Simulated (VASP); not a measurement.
Set up this calculation in VASP 6.6.1, as the native input.

```
Task                   : relaxation of cell and atoms
Functional             : rev-vdW-DF2
Potentials or basis    : VASP PAW PBE potentials, release 64 (Te)
Cutoff                 : 600 eV
k mesh                 : 9 × 9 × 6
Occupations            : gaussian, width 0.03 eV
Spin                   : no spin polarisation
Further INCAR settings : ALGO = Normal; EDIFF = 1e-06; IBRION = 2; EDIFFG = -0.01; NSW = 90; ISIF = 3
```

The structure of Te lies in POSCAR:

```
Te
1.0
    4.4540000000      0.0000000000      0.0000000000
   -2.2270000000      3.8572771485      0.0000000000
    0.0000000000      0.0000000000      5.9240000000
Te
3
Direct
    0.2690000000      0.0000000000      0.3333333333
    0.0000000000      0.2690000000      0.6666666667
    0.7310000000      0.7310000000      0.0000000000
```

These files were run (other wordings do the same):

INCAR

```
SYSTEM = Te
PREC = Accurate
ENCUT = 600
EDIFF = 1E-6
ISMEAR = 0
SIGMA = 0.03
LREAL = .FALSE.
LASPH = .TRUE.
NELM = 80
ALGO = Normal
ISIF = 3
LWAVE = .FALSE.
LCHARG = .FALSE.
GGA = MK
LUSE_VDW = .TRUE.
AGGAC = 0.0
PARAM1 = 0.1234
PARAM2 = 0.711357
ZAB_VDW = -1.8867
IBRION = 2
NSW = 90
EDIFFG = -0.01
```

KPOINTS

```
regular mesh
0
G
  9 9 6
  0 0 0
```

Potentials or basis: VASP PAW PBE potentials, release 64 (Te).

The run is started by

```sh
$ cat potpaw_PBE.64/Te/POTCAR > POTCAR
$ mpirun -np 1 vasp_std > vasp.out
```

It gave:

```json
{
 "Relaxed volume": "33.51 Å³/atom",
 "Relaxed cell": "a = 4.395 Å, b = 4.395 Å, c = 6.009 Å, α = 90.00°, β = 90.00°, γ = 120.00°",
 "Space group after relaxing (to 0.05 Å)": "P3_121 (No. 152)",
 "Energy gained by relaxing": "5.5 meV/atom",
 "Ionic steps": "9",
 "Pressure after relaxing": "0.0 GPa",
 "Largest force after relaxing": "0.006 eV/Å",
 "Band gap on the k mesh": "0.05 eV, direct"
}
```

Caveat: the PAW data sets were made with another functional, which shifts forces and pressure a little; spin-orbit coupling is left out, which moves the levels of the heavy elements; an odd mesh through Γ misses points on the zone boundary, where band edges often lie.

Run time: 11 min on 1 thread of AMD EPYC 7R13 Processor (Zen 3), with other jobs on the host, peak memory 0.59 GiB.
